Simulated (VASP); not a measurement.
# Cu: single point with PBE

Crystal: Cu.

```
Cu
1.0
     2.53410    0.00000    0.00000
    -1.26705    2.19459    0.00000
     0.00000    0.00000    4.11257
Cu
2
Direct
  0.66971 0.35034 0.74393
  0.35459 0.66690 0.24866
```

This isn't the form of Cu at room conditions, which is fcc.

The cell isn't the ideal one: atoms moved at random, drawn with an rms of 0.05 Å.

```
Program             : VASP 6.6.1
Task                : single point
Functional          : PBE
Potentials or basis : VASP PAW PBE potentials, release 64 (Cu)
Cutoff              : 520 eV
k mesh              : 12 × 12 × 7
Occupations         : fermi-dirac, width 0.05 eV
Spin                : no spin polarisation
```

```yaml
Pressure: 8.0 GPa
Largest_force: 0.213 eV/Å
Band_gap_on_the_k_mesh: none (metal or under the smearing width)
```

Forces on the atoms (eV/Å):
```
Cu   0.113 -0.062  0.169
Cu  -0.113  0.062 -0.169
```

Stress tensor (GPa, compression positive):
```
 8.27 -0.89  0.11
-0.89  7.30 -0.06
 0.11 -0.06  8.49
```

Levels at points of the mesh, in eV from the Fermi level:
```tsv
k point	band 7	band 8	band 9	band 10	band 11	band 12	band 13	band 14	band 15	band 16
(0.00, 0.00, 0.00)	-2.76	-2.61	-2.44	-1.81	-1.66	-1.00	4.05	21.46	22.12	22.30
(0.50, 0.00, 0.00)	-2.76	-1.63	-1.58	-1.54	-0.06	1.73	7.80	8.26	11.06	11.55
(0.00, 0.50, 0.00)	-2.76	-1.63	-1.58	-1.54	-0.06	1.72	7.82	8.27	11.05	11.54
(0.50, 0.50, 0.00)	-2.77	-1.66	-1.59	-1.51	0.20	1.46	8.28	8.73	10.65	11.11
```

Run time: 2 min on 1 thread of Intel(R) Xeon(R) Platinum 8488C (Sapphire Rapids) (shared host), peak memory 0.27 GiB.
